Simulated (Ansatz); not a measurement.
# Li: the cost of one run

Computed with Ansatz 0.2.0 (DFT PBE, scalar-relativistic, plane waves, PAW, unless a step's input says otherwise).

### 1 The system as given

It takes space group P-3m1 (No. 164, trigonal). Conventional cell: a = 3.835 Å, b = 3.835 Å, c = 6.390 Å, α = 90.00°, β = 90.00°, γ = 120.00°. Around Li (site symmetry 3m) lie 4 Li at 2.52 Å. Around Li (site symmetry 3m) lie 6 Li at 2.52 to 2.65 Å.

Structure file:

```
CELL_PARAMETERS angstrom
3.83487 0.00000 0.00000
-1.91744 3.32110 0.00000
0.00000 0.00000 6.38975
ATOMIC_POSITIONS crystal
Li 0.00000 0.00000 0.80256
Li 0.00000 0.00000 0.19744
Li 0.33333 0.66667 0.61461
Li 0.66667 0.33333 0.38539
```

Recipe of the guess: 4-, 6-connected net of one element (P-3m1, No. 164). Lengths come from tabulated atomic sizes and are only a guess.

### 2 The guess as it stands, on a coarse mesh

The input, input.yaml:

```yaml
crystal:
  lattice:
    - [3.83487146, 0.0, 0.0]
    - [-1.91743573, 3.3210961, 0.0]
    - [0.0, 0.0, 6.38974892]
  atoms:
    - { symbol: Li, position: [0.0, 0.0, 0.8025568] }
    - { symbol: Li, position: [0.0, 0.0, 0.1974432] }
    - { symbol: Li, position: [0.33333333, 0.66666667, 0.61460589] }
    - { symbol: Li, position: [0.66666667, 0.33333333, 0.38539411] }
basis:
  ecutwfc: 420
kpoints:
  mp_grid: { grid: [6, 6, 4] }
hamiltonian:
  xc: pbe
scf:
  occupations: { method: gaussian, width: 0.1 }
  lower_state_search: "off"
output:
  forces: true
  stress: true
  eigenvalues: true
```

Run with:

```console
> ansatz run input.yaml --threads 1 --pin off --max-ram 2560MiB --backend cpu --events-out ev --progress --plain --runs-dir out
```

**Question.** How long does this run take on 1 thread of Arm Neoverse N1, shared host, and how much memory does it need?

About 2.1 s, with a peak of 0.29 GiB.
